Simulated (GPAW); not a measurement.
# InSe (P-6m2) in GPAW: band structure with r2SCAN

Aim: the band structure of InSe with r2SCAN.

All numbers are computed with GPAW 26.7.0; they aren't measurements. Logs are shortened: lines on timing, memory, paths and dates and some standing lists are left out, and cuts for length are marked. The log counts tension as positive stress, the text compression.

### Step 1. The crystal as given

The structure is hexagonal, space group P-6m2 (No. 187). Conventional cell: a = 4.047 Å, b = 4.047 Å, c = 18.052 Å, α = 90.00°, β = 90.00°, γ = 120.00°. Around In (site symmetry 3m) lie 3 Se at 2.65 Å and 1 In at 2.79 Å. In (site symmetry 3m) is surrounded by 3 Se at 2.65 Å and 1 In at 2.79 Å. Se (site symmetry 3m) has 3 In at 2.65 Å as nearest neighbours. Se (site symmetry 3m) has 3 In at 2.65 Å as nearest neighbours.

Measurements of this composition are mostly on another form, of space group No. 160.

### Step 2. Band structure, r2SCAN

The input, run.py:

```python
from ase import Atoms
from ase.dft.bandgap import bandgap
from ase.io import write
from ase.units import GPa
from gpaw import GPAW, PW

atoms = Atoms(['In', 'In', 'In', 'In', 'Se', 'Se', 'Se', 'Se'],
              cell=[[4.0473293151, 0.0, 0.0],
                    [-2.0236646576, 3.5050900044, 0.0],
                    [0.0, 0.0, 18.05206491]],
              scaled_positions=[[0.3333333333, 0.6666666667, 0.07739049],
                                [0.3333333333, 0.6666666667, 0.92260951],
                                [0.0, 0.0, 0.42260632],
                                [0.0, 0.0, 0.57739368],
                                [0.3333333333, 0.6666666667, 0.35298428],
                                [0.3333333333, 0.6666666667, 0.64701572],
                                [0.6666666667, 0.3333333333, 0.14699993],
                                [0.6666666667, 0.3333333333, 0.85300007]],
              pbc=True)

calc = GPAW(mode=PW(600),
            xc='MGGA_X_R2SCAN+MGGA_C_R2SCAN',
            kpts={'size': (5, 5, 1), 'gamma': True},
            occupations={'name': 'fermi-dirac', 'width': 0.05},
            nbands=60,
            convergence={'density': 1e-05, 'energy': 1e-05},
            maxiter=150,
            txt='gpaw.txt')
atoms.calc = calc
energy = atoms.get_potential_energy()
forces = atoms.get_forces()
stress = atoms.get_stress()
calc.write('gs.gpw')
write('result.traj', atoms)
print(f'Energy: {energy:.6f} eV')
print('Forces (eV/A):')
print(forces.round(4))
print('Stress (GPa):', (stress / GPa).round(3))
print('Fermi level:', round(calc.get_fermi_level(), 4), 'eV')
print(f'Gap: {bandgap(calc)[0]:.4f} eV, direct: {bandgap(calc, direct=True)[0]:.4f} eV')

path = atoms.cell.bandpath('GMKGALHA,LM,KH', npoints=60, eps=1e-4)
bs_calc = calc.fixed_density(kpts=path, symmetry='off', nbands=101,
                             convergence={'bands': 'CBM+6.0', 'eigenstates': 1e-6}, txt='bands.txt')
bs = bs_calc.band_structure()
bs.write('bs.json')
print(f'Gap on the path: {bandgap(bs_calc)[0]:.4f} eV')
```

Potentials or basis: GPAW PAW data sets (gpaw-data 1.2.1), pw.

On the command line:

```bash
OMP_NUM_THREADS=1 python run.py
```

gpaw.txt:

```text
__  _  _
 | _ |_)|_||  |
 |__||  | ||/\| - 26.7.0

Input parameters:
  mode=PW(ecut=600.0),
  convergence={'density': 1e-05, 'energy': 1e-05},
  kpts=MonkhorstPack(size=(5, 5, 1), gamma=True),
  maxiter=150,
  nbands=60,
  occupations=Occupations(name='fermi-dirac', width=0.05),
  xc=XC(name='MGGA_X_R2SCAN+MGGA_C_R2SCAN')

Diagonalizing LCAO Hamiltonian
Converting LCAO to pw mode

         In

             Se

         Se

       In

       In
         Se

             Se
         In

Atoms  # Å, Bohr magnetons
|   | symbol |         x |        y |         z |    initial magnetic moments |
|---|--------|-----------|----------|-----------|-----------------------------|
| 0 |     In | -0.000000 | 2.336727 |  1.397058 | ( 0.0000,  0.0000,  0.0000) |
| 1 |     In | -0.000000 | 2.336727 | 16.655007 | ( 0.0000,  0.0000,  0.0000) |
| 2 |     In |  0.000000 | 0.000000 |  7.628917 | ( 0.0000,  0.0000,  0.0000) |
| 3 |     In |  0.000000 | 0.000000 | 10.423148 | ( 0.0000,  0.0000,  0.0000) |
| 4 |     Se | -0.000000 | 2.336727 |  6.372095 | ( 0.0000,  0.0000,  0.0000) |
| 5 |     Se | -0.000000 | 2.336727 | 11.679970 | ( 0.0000,  0.0000,  0.0000) |
| 6 |     Se |  2.023665 | 1.168363 |  2.653652 | ( 0.0000,  0.0000,  0.0000) |
| 7 |     Se |  2.023665 | 1.168363 | 15.398413 | ( 0.0000,  0.0000,  0.0000) |

Unit cell  # Å
| periodic |         x |        y |         z |   lengths |     angles |
|----------|-----------|----------|-----------|-----------|------------|
|      yes |  4.047329 | 0.000000 |  0.000000 |  4.047329 |  90.000000 |
|      yes | -2.023665 | 3.505090 |  0.000000 |  4.047329 |  90.000000 |
|      yes |  0.000000 | 0.000000 | 18.052065 | 18.052065 | 120.000000 |

Number of symmetries: 12
Symmetry operations  # r_c * U_cc + t_c -> r_c
|    | kind |            matrix            |
|----|------|------------------------------|
|  0 |  σ   |  1, 1, 0,  0,-1, 0,  0, 0, 1 |
|  1 |  C2  |  1, 1, 0,  0,-1, 0,  0, 0,-1 |
|  2 |  E   |  1, 0, 0,  0, 1, 0,  0, 0, 1 |
|  3 |  σ   |  1, 0, 0,  0, 1, 0,  0, 0,-1 |
|  4 |  C3  |  0, 1, 0, -1,-1, 0,  0, 0, 1 |
|  5 |  S3  |  0, 1, 0, -1,-1, 0,  0, 0,-1 |
|  6 |  σ   |  0,-1, 0, -1, 0, 0,  0, 0, 1 |
|  7 |  C2  |  0,-1, 0, -1, 0, 0,  0, 0,-1 |
|  8 |  σ   | -1, 0, 0,  1, 1, 0,  0, 0, 1 |
|  9 |  C2  | -1, 0, 0,  1, 1, 0,  0, 0,-1 |
| 10 |  C3  | -1,-1, 0,  1, 0, 0,  0, 0, 1 |
| 11 |  S3  | -1,-1, 0,  1, 0, 0,  0, 0,-1 |

BZ-sampling:
  Number of BZ points: 25
  Number of IBZ points: 5

  Monkhorst-Pack size: [5, 5, 1]
  Monkhorst-Pack shift: [0, 0, 0]

K-points  # in reciprocal-cell coordinates
|   |                                coordinates |     weight |
|---|--------------------------------------------|------------|
| 0 | (  0.00000000,   0.00000000,   0.00000000) | 0.04000000 |
| 1 | (  0.20000000,   0.00000000,   0.00000000) | 0.24000000 |
| 2 | (  0.40000000,  -0.20000000,   0.00000000) | 0.24000000 |
| 3 | (  0.40000000,   0.00000000,   0.00000000) | 0.24000000 |
| 4 | (  0.40000000,   0.40000000,   0.00000000) | 0.24000000 |

Plane wave coefficients: 8578
Cutoff: 600.0 eV

Spin-components: 1 (collinear spins)
Bands:           60
Projectors:      44
Spin-degeneracy: 2
Datatype:        complex128

Parallelization:
  kpt:    1
  domain: 1
  band:   1

Density:
  Valence electrons: 76.0
  Components: 1
  Grid points: [ 24  24 105]
  Charge: 0.0  # |e|

Potential:
  Grid points: [ 24  24 105]

species:
  In:
    name:    Indium
    Z:       49.0
    valence: 13
    core:    36
    charge:  0.0  # [|e|]
    compensation charges:
      type: gauss
      rc: 0.36  # [Å]
      lmax: 2
    cutoffs:
      filter: 2.09  # [Å]
      core: 2.48  # [Å]
    projectors
    | kind |    occ | energy [eV] | rcut [Å] |
    |------|--------|-------------|----------|
    |   5s |  2.000 |      -8.203 |    1.185 |
    |   5p |  1.000 |      -2.521 |    1.244 |
    |   4d | 10.000 |     -18.629 |    1.148 |
    |    s |        |      19.008 |    1.185 |
    |    p |        |      24.691 |    1.244 |
    |    d |        |       8.583 |    1.148 |

    Using partial waves for In as LCAO basis

  Se:
    name:    Selenium
    Z:       34.0
    valence: 6
    core:    28
    charge:  0.0  # [|e|]
    compensation charges:
      type: gauss
      rc: 0.27  # [Å]
      lmax: 2
    cutoffs:
      filter: 1.77  # [Å]
      core: 2.67  # [Å]
    projectors
    | kind |    occ | energy [eV] | rcut [Å] |
    |------|--------|-------------|----------|
    |   4s |  2.000 |     -17.277 |    0.847 |
    |   4p |  4.000 |      -6.512 |    1.005 |
    |    s |        |       9.935 |    0.847 |
    |    p |        |      20.699 |    1.005 |
    |    d |        |       0.000 |    0.847 |

    Using partial waves for Se as LCAO basis

Reference energy: -904315.807163  # eV

eigensolver:
  PPCG
  Converge bands: occupied
  niter=2

density mixing:
  MSR1-Mixer
  Pratt-step length: 0.05
  Maximum mixing coefficient: 0.75
  Old densities: 10
  SVD Regularization: 0.005
  Good broyden scale: 1.0
  Trust region scale: 1.0
  Backstep threshold: 4.0
  History deletion threshold: 6.0
  Fourier metric: weight=20.0, sigma=0.015

occupation numbers:
  Fermi-Dirac:
    width: 0.0500  # eV

poisson solver:
  ecut: 4800.0  # eV

xc functional:
  name: MGGA_X_R2SCAN+MGGA_C_R2SCAN with 2 nearest neighbor stencil

convergence criteria:
[... 6 lines left out ...]
|iter     | |      energy | eigst |  dens |
|---------|-|-------------|-------|-------|
|iter:   1| | -133.040844 | +0.09 |       |
|iter:   2| | -124.068225 | -1.03 | -1.24 |
|iter:   3| | -125.616375 | -1.16 | -1.22 |
|iter:   4| | -123.923306 | -1.52 | -1.08 |
|iter:   5| | -123.869324 | -2.45 | -1.73 |
|iter:   6| | -123.854974 | -3.09 | -1.98 |
|iter:   7| | -123.858316 | -3.86 | -2.44 |
|iter:   8| | -123.857460 | -4.59 | -2.90 |
|iter:   9| | -123.857526 | -5.71 | -3.39 |
|iter:  10| | -123.857535c| -6.50 | -3.72 |
|iter:  11| | -123.857535c| -7.50c| -4.51 |
|iter:  12| | -123.857535c| -7.83c| -5.12c|

Converged in 12 steps
Energy contributions relative to reference atoms: (reference = -904315.807163)

Energy contributions:
  Kinetic:         105.259157
  Coulomb:         -97.969025
  Zero:             -0.016021
  External:          0.000000
  Xc:             -131.131646
  Entropy:          -0.000001
  Spinorbit:         0.000000
  ----------------------------
  Free energy:    -123.857536
  Extrapolated:   -123.857535

dipole moment: (-17.465829, -21.134143, 0.000260)  # |e|*Ang

Fermi level: 3.883
Eigenvalues  # (at kpt = [0.000, 0.000, 0.000])
| band index |      eig [eV] | occ [0-2] |
|------------|---------------|-----------|
|          0 |       -11.629 |     2.000 |
|        ... |               |           |
|         30 |         2.232 |     2.000 |
|         31 |         2.232 |     2.000 |
|         32 |         2.266 |     2.000 |
|         33 |         2.266 |     2.000 |
|         34 |         2.315 |     2.000 |
|         35 |         2.315 |     2.000 |
[... 8 lines left out ...]
|         44 |         8.159 |     0.000 |
|         45 |         8.159 |     0.000 |
|        ... |               |           |
|         59 |        13.441 |     0.000 |

Gap: 1.124 eV
Transition (v -> c):
  (s=0, k=0, n=37, [0.00, 0.00, 0.00]) -> (s=0, k=0, n=38, [0.00, 0.00, 0.00])
No difference between direct/indirect transitions

Forces  # eV/Ang
|        x |        y |        z |
|----------|----------|----------|
| -0.00000 |  0.00000 | -0.00543 |  # In   0
| -0.00000 | -0.00000 |  0.00543 |  # In   1
| -0.00000 |  0.00000 |  0.00353 |  # In   2
| -0.00000 |  0.00000 | -0.00353 |  # In   3
| -0.00000 |  0.00000 | -0.02471 |  # Se   4
| -0.00000 |  0.00000 |  0.02471 |  # Se   5
| -0.00000 | -0.00000 |  0.02513 |  # Se   6
| -0.00000 | -0.00000 | -0.02513 |  # Se   7

Stress tensor  # eV/Ang^3
|        x |        y |        z |
|----------|----------|----------|
| 0.001516 | 0.000000 | 0.000000 |
| 0.000000 | 0.001516 | 0.000000 |
| 0.000000 | 0.000000 | 0.001602 |

# Writing to gs.gpw (mode='')
```

Wall time 31 min (1 thread of Arm Neoverse V2, shared host); peak memory 1.5 GiB.

What came out:

| Quantity | Value |
| --- | --- |
| Free energy | -123.8575 eV |
| Pressure | -0.2 GPa |
| Largest force | 0.025 eV/Å |
| Band gap on the k mesh | 1.12 eV, direct |
| Band gap along the path | 1.12 eV, direct |

Forces on the atoms (eV/Å):
```
In   0.000  0.000 -0.005
In   0.000  0.000  0.005
In   0.000  0.000  0.004
In   0.000  0.000 -0.004
Se   0.000  0.000 -0.025
Se   0.000  0.000  0.025
Se   0.000  0.000  0.025
Se   0.000  0.000 -0.025
```

Levels at the corners of the path, in eV from the valence-band top:
```tsv
point	band 34	band 35	band 36	band 37	band 38	band 39	band 40	band 41	band 42	band 43
Γ	-1.05	-1.00	-1.00	-0.93	0.00	1.12	1.87	2.70	2.74	4.81
M	-2.03	-1.98	-1.94	-1.48	-1.35	1.98	2.07	2.21	2.30	4.04
K	-2.29	-1.84	-1.82	-1.60	-1.56	2.36	2.37	3.01	3.06	3.94
Γ	-1.05	-1.00	-1.00	-0.93	0.00	1.12	1.87	2.70	2.74	4.81
A	-1.02	-1.02	-1.02	-0.52	-0.51	1.54	1.56	2.72	2.73	4.82
L	-2.08	-1.98	-1.98	-1.42	-1.38	1.93	1.99	2.26	2.39	4.05
H	-2.28	-1.92	-1.83	-1.60	-1.51	2.33	2.38	3.01	3.07	3.90
A	-1.02	-1.02	-1.02	-0.52	-0.51	1.54	1.56	2.72	2.73	4.82
L	-2.08	-1.98	-1.98	-1.42	-1.38	1.93	1.99	2.26	2.39	4.05
M	-2.03	-1.98	-1.94	-1.48	-1.35	1.98	2.07	2.21	2.30	4.04
K	-2.29	-1.84	-1.82	-1.60	-1.56	2.36	2.37	3.01	3.06	3.94
H	-2.28	-1.92	-1.83	-1.60	-1.51	2.33	2.38	3.01	3.07	3.90
```

Caveat: the PAW data sets were made with another functional, which shifts forces and pressure a little; spin-orbit coupling is left out, which moves the levels of the heavy elements. r2SCAN opens gaps a little over a GGA but as a rule still falls short of measured ones.

### Step 3. The reference run

An earlier run on the cell as given: functional PBE; potentials or basis GPAW PAW data sets (gpaw-data 1.2.1); cutoff 600 eV; basis pw; k mesh 8 × 8 × 2; occupations fermi-dirac, width 0.05 eV; no spin polarisation.

* Pressure: 1.2 GPa
* Largest force: 0.215 eV/Å
* Band gap on the k mesh: 0.72 eV, direct
